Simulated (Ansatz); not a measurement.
The calculation used DFT PBE, scalar-relativistic, plane waves, PAW in Ansatz. All cells share a 420 eV cutoff and Γ-centred k meshes spaced at most about 0.3 Å⁻¹ (about 0.25 or finer for metals, 2π included). No spin polarisation.

These are static total energies at zero pressure.

**Question.** Which of these relaxed structures of Be3S5 is the lowest in energy?
A.

```xyz
16
Lattice="2.4500 -7.1090 0.0000 2.4500 7.1090 0.0000 0.0000 0.0000 10.2482" Properties=species:S:1:pos:R:3 pbc="T T T"
Be    2.4500    3.6839    4.0889
Be    2.4500    3.6839    1.0352
Be    2.4500   -3.9817    2.5620
Be    2.4500   -3.6839    6.1593
Be    2.4500   -3.6839    9.2130
Be    2.4500    3.9817    7.6861
S     2.4500    5.7176    3.5407
S     2.4500    5.7176    1.5834
S     2.4500   -2.8886    4.2546
S     2.4500   -2.8886    0.8695
S     2.4500   -5.7176    6.7075
S     2.4500   -5.7176    8.6647
S     2.4500    2.8886    9.3787
S     2.4500    2.8886    5.9936
S     2.4500   -2.3364    7.6861
S     2.4500    2.3364    2.5620
```

B.

```xyz
8
Lattice="-1.7864 1.7864 10.9179 1.7864 -1.7864 10.9179 1.7864 1.7864 -10.9179" Properties=species:S:1:pos:R:3 pbc="T T T"
Be    0.0000    0.0000   17.5998
Be    0.0000    0.0000    4.2360
Be    0.0000    0.0000    0.0000
S     1.7864    0.0000    9.8315
S     1.7864    0.0000    7.7388
S     0.0000    1.7864    5.4590
S     1.7864    0.0000    1.0864
S     1.7864    0.0000    3.1791
```

C.

```xyz
8
Lattice="-1.7901 1.7901 10.8488 1.7901 -1.7901 10.8488 1.7901 1.7901 -10.8488" Properties=species:S:1:pos:R:3 pbc="T T T"
Be    0.0000    0.0000    6.6484
Be    0.0000    0.0000   15.0492
Be    0.0000    0.0000    0.0000
S     1.7901    0.0000    9.7607
S     1.7901    0.0000    7.7059
S     0.0000    1.7901    5.4244
S     1.7901    0.0000    1.0882
S     1.7901    0.0000    3.1429
```

**Answer.** C. The next of these, B, lies 46 meV/atom higher. Forms: C I-4m2; B I-4m2; A Cmcm. Counting S atoms around Be (those within 1.25 times the shortest such distance or 1.15 times the sum of covalent radii; a plus sign parts nearer from farther groups; a slash parts the counts of unlike sites): C has Be 4; B has Be 4; A has Be 2/3+2. C holds S–S pairs (shortest 2.05 Å); B holds S–S pairs (shortest 2.09 Å); A holds S–S pairs (shortest 1.96 Å). All come from invented guesses.

Weakly bound directions are ill-defined at this level, which has no dispersion term (Cmcm), and this can change margins and order among such cells. Cells relaxed within their symmetry can be saddle points. Some types were kept out of the candidates beforehand, so the set may lack a known form.
